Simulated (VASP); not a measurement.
The system is Al2O3 (Corundum).

```
Al O
1.0
     2.38025    1.37424    4.33187
    -2.38025    1.37424    4.33187
     0.00000   -2.74848    4.33187
Al O
4 6
Direct
  0.85216 0.85216 0.85216
  0.64784 0.64784 0.64784
  0.14784 0.14784 0.14784
  0.35216 0.35216 0.35216
  0.05668 0.75000 0.44332
  0.75000 0.44332 0.05668
  0.44332 0.05668 0.75000
  0.94332 0.25000 0.55668
  0.25000 0.55668 0.94332
  0.55668 0.94332 0.25000
```

```yaml
Program: VASP 6.6.1
Task: relaxation of cell and atoms
Functional: PBE
Potentials_or_basis: VASP PAW PBE potentials, release 54 (Al, O)
Cutoff: 580 eV
k_mesh: 7 × 7 × 7
Occupations: fermi-dirac, width 0.05 eV
Spin: no spin polarisation
```

At the start: pressure 6.9 GPa; volume 8.50 Å³/atom.

Where does the relaxation end?

Over 5 steps the energy falls by 5.2 meV/atom and the volume is 8.74 Å³/atom (+2.8 %); space group R-3c (No. 167, to 0.05 Å).

Step by step:
```
step  energy change (eV)  largest force (eV/Å)  pressure (GPa)  volume (Å³)
   1              0.0000                0.0275            6.95        85.02
   2             -0.0147                0.0482           -5.38        89.64
   3             -0.0520                0.0377           -0.02        87.47
   4             -0.0520                0.0375            0.11        87.42
   5             -0.0522                0.0033            0.11        87.43
```

Final structure:
```yaml
crystal:
  lattice:
    - [2.40276, 1.38723, 4.37190]
    - [-2.40276, 1.38723, 4.37190]
    - [0.00000, -2.77446, 4.37190]
  atoms:
    - { symbol: Al, position: [0.85214, 0.85214, 0.85214] }
    - { symbol: Al, position: [0.64786, 0.64786, 0.64786] }
    - { symbol: Al, position: [0.14786, 0.14786, 0.14786] }
    - { symbol: Al, position: [0.35214, 0.35214, 0.35214] }
    - { symbol: O, position: [0.05619, 0.75000, 0.44381] }
    - { symbol: O, position: [0.75000, 0.44381, 0.05619] }
    - { symbol: O, position: [0.44381, 0.05619, 0.75000] }
    - { symbol: O, position: [0.94381, 0.25000, 0.55619] }
    - { symbol: O, position: [0.25000, 0.55619, 0.94381] }
    - { symbol: O, position: [0.55619, 0.94381, 0.25000] }
```
